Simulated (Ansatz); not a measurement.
Si: the gap against volume

Si, Fd-3m, a = 5.470 Å. Ansatz: PBE, PAW, 420 eV, Γ-centred 10×10×10 mesh on 2 atoms, Gaussian smearing 0.02 eV; no spin polarisation. Symmetry fixes shape and atoms, so the cell is only scaled; x = ln(V/V0) with V0 = 20.455 Å³/atom. The gap is read at the mesh points alone.

```
      x gap y (eV)
-0.1278       0.375
-0.0943       0.443
-0.0619       0.506
-0.0305       0.563
 0.0000       0.616
 0.0296       0.665
 0.0583       0.709
 0.0953           ?
```

Problem. Fit a straight line to the other rows, give the volume deformation potential of the gap and its pressure coefficient, and predict the missing gap. B0 = 88.6 GPa.

Solution. Means x = -0.03237, y = 0.55386; Σ(Δx)² = 0.02693, ΣΔxΔy = 0.04833; the slope is their ratio. y = 0.6120 + 1.795 x. The slope is the deformation potential a = dE_g/d ln V = 1.79 eV, and dE_g/dP = −a/B0 = -20.3 meV/GPa. With a term in x² added, the coefficient of x becomes 1.687, 6 % less, which shows how far this figure hangs on the form. At x = 0.0953 the fit asked for gives 0.783 eV. The run gave 0.763 eV, so the fit is 0.020 eV too high, 5.2 % of the span of the series, against an rms of 0.005 eV on the fitted rows. The row lies outside the fitted range. With a term in x² added, a fit to the same known rows predicts 0.763 eV, so most of the miss is curvature that the known rows already hold.

Semilocal functionals give gaps under the measured ones; changes of the gap mostly carry over better.